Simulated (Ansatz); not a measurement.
The system is Mo.

```xyz
1
Lattice="-1.5838 1.5838 1.5838 1.5838 -1.5838 1.5838 1.5838 1.5838 -1.5838" Properties=species:S:1:pos:R:3 pbc="T T T"
Mo    0.0000    0.0000    0.0000
```

| Property | Result |
| --- | --- |
| Program | Ansatz 0.2.0 |
| Task | relaxation of cell and atoms |
| Functional | RPBE |
| Dispersion | D4 |
| Potentials or basis | Ansatz PAW |
| Cutoff | 420 eV (not typed: the program's choice for these potentials) |
| k mesh | 12 × 12 × 12 |
| Occupations | fermi-dirac, width 0.05 eV |
| Spin | no spin polarisation |

At the start: volume 15.89 Å³/atom.

Task: Where does the relaxation end?

Result: It ends after 4 steps and the volume is 15.35 Å³/atom (-3.4 %); space group Im-3m (No. 229, to 0.05 Å).

The path:
| step | energy change (eV) | largest force (eV/Å) | volume (Å³) |
| --- | --- | --- | --- |
| 1 | 0.0000 | 0.0000 | 15.89 |
| 2 | -0.0156 | 0.0000 | 15.41 |
| 3 | -0.0159 | 0.0000 | 15.35 |
| 4 | -0.0156 | 0.0000 | 15.35 |

Final structure:
```xyz
1
Lattice="-1.5655 1.5655 1.5655 1.5655 -1.5655 1.5655 1.5655 1.5655 -1.5655" Properties=species:S:1:pos:R:3 pbc="T T T"
Mo    0.0000    0.0000    0.0000
```

Caveat: the plane-wave basis is chosen anew once the cell has moved, so the energies of steps on either side of that aren't comparable; the PAW data sets come from PBE, with cores solved anew for the run's functional, which leaves a small shift of forces and pressure.
